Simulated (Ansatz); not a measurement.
A single-point calculation of Li2O built on the antifluorite prototype with the PAW code Ansatz, at the level r2SCAN. The cell was relaxed with r2SCAN and then strained (epitaxial +3.0 % in the plane normal to [111], free normal strain -1.46 %), with the atoms relaxed again with r2SCAN; k points keep the names of the unstrained zone.

The input:
```yaml
crystal:
  lattice:
    - [-0.0679431983, 2.2870163156, 2.2870163156]
    - [2.2870163156, -0.0679431983, 2.2870163156]
    - [2.2870163156, 2.2870163156, -0.0679431983]
  atoms:
    - { symbol: O, position: [0.0, 0.0, 0.0] }
    - { symbol: Li, position: [0.2502355188, 0.2502355188, 0.2502355188] }
    - { symbol: Li, position: [0.7497644812, 0.7497644812, 0.7497644812] }
kpoints:
  mp_grid: { grid: [10, 10, 10] }
  band_path:
    path:
      - [0.0, 0.0, 0.0]
      - [0.5, 0.0, 0.5]
      - [0.625, 0.25, 0.625]
      - [0.375, 0.375, 0.75]
      - [0.5, 0.5, 0.5]
      - [0.5, 0.25, 0.75]
      - [0.0, 0.5, 0.5]
    npoints: 1
hamiltonian:
  xc: r2scan
scf:
  occupations: { method: fixed }
  n_extra_bands: 4
output:
  forces: true
  stress: true
  eigenvalues: true
```

Command: `ansatz run input.yaml --threads 2 --pin off --max-ram 2211MiB --backend cpu --events-out ev --progress --plain --runs-dir out`.

Output, abridged:
```
Functional definition: r2SCAN
Crystal: 3 atoms, lattice volume = 24.990 Å³
Basis set: ecut = 500 eV, 615 PW (Γ)
Bands: 10, of which v1, the nominal top of the filled ones, is band 6 counted from 1 (5 counted from 0)
Symmetry: 12 space group operations
Space group: R-3m (ITA 166)
k-points: 116 of 1000
SCF iter   1: HF=-982.083008 eV  Δρ=6.81e-3  dr2=1.31e-2
SCF iter   2: HF=-982.173325 eV  Δρ=5.35e-3  dr2=2.54e-3
SCF iter   3: HF=-982.173043 eV  Δρ=1.77e-3  dr2=5.74e-4
SCF iter   4: HF=-982.172985 eV  Δρ=6.22e-4  dr2=4.67e-5
SCF iter   5: HF=-982.172982 eV  Δρ=1.40e-4  dr2=1.36e-6
SCF iter   6: HF=-982.172982 eV  Δρ=2.39e-5  dr2=3.97e-8
SCF 1 converged in 6 iterations: F = -982.172982 eV  dr2 = 3.97e-8
SCF converged after 6 iterations
Free energy (F): -982.172982 eV
Fermi energy:    2.503662 eV
--- Per-component energies (eV) ---
  E_band       = -186.382948
  E_kinetic    = 223.506736
  E_local      = -573.157224
  E_nonlocal   = -18.876725
  E_hartree    = 190.485895
  E_xc         = -96.542030
  E_vxc        = -139.107206
  E_paw        = -203.644415
  E_vpaw       = -68.798403
  E_vtau       = 9.076017
  E_ewald      = -503.914214
  E_core_change = -0.031941
--- Stress (GPa, compression-positive) ---
       -3.367173       1.689405       1.689405
        1.689405      -3.367173       1.689405
        1.689405       1.689405      -3.367173
  P = ⅓ Tr σ = -3.3672 GPa (-33.672 kbar)
```

bands.tsv, columns around the gap (it counts bands from 0):
```tsv
# k_distance	band_1	band_2	band_3	band_4	band_5	band_6	band_7	band_8	band_9
# fermi_ev = 2.503662
# [0, 0, 0] at k_distance = 0.000000
# [0.5, 0, 0.5] at k_distance = 1.354446
# [0.625, 0.25, 0.625] at k_distance = 1.840425
# [0.375, 0.375, 0.75] at k_distance = 2.657350
# [0.5, 0.5, 0.5] at k_distance = 3.474275
# [0.5, 0.25, 0.75] at k_distance = 4.417578
# [0, 0.5, 0.5] at k_distance = 5.913664
# levels_relative_to = fermi_ev
0.000	-43.960	-16.448	-0.097	-0.097	0.000	5.758	12.595	12.595	13.616
1.354	-44.045	-16.180	-1.685	-1.518	-1.293	5.602	14.266	14.651	15.683
1.840	-44.074	-16.172	-1.973	-1.582	-1.204	7.186	12.448	13.954	15.251
2.657	-44.074	-16.172	-1.973	-1.582	-1.204	7.186	12.448	13.954	15.251
3.474	-44.096	-16.199	-2.765	-0.605	-0.605	10.038	10.536	12.477	12.477
4.418	-44.094	-16.170	-1.814	-1.581	-1.496	7.774	11.209	14.843	15.149
5.914	-44.045	-16.180	-1.685	-1.518	-1.293	5.602	14.266	14.651	15.683
```
In order the rows are Γ, X, U, K, L, W, X.

r2SCAN gives an indirect gap of 5.60 eV, from Γ to X; the least direct gap is 5.76 eV at Γ. With the atoms held, the mean pressure is -3.37 GPa (compression positive).

No spin polarisation and no zero-point or thermal motion.
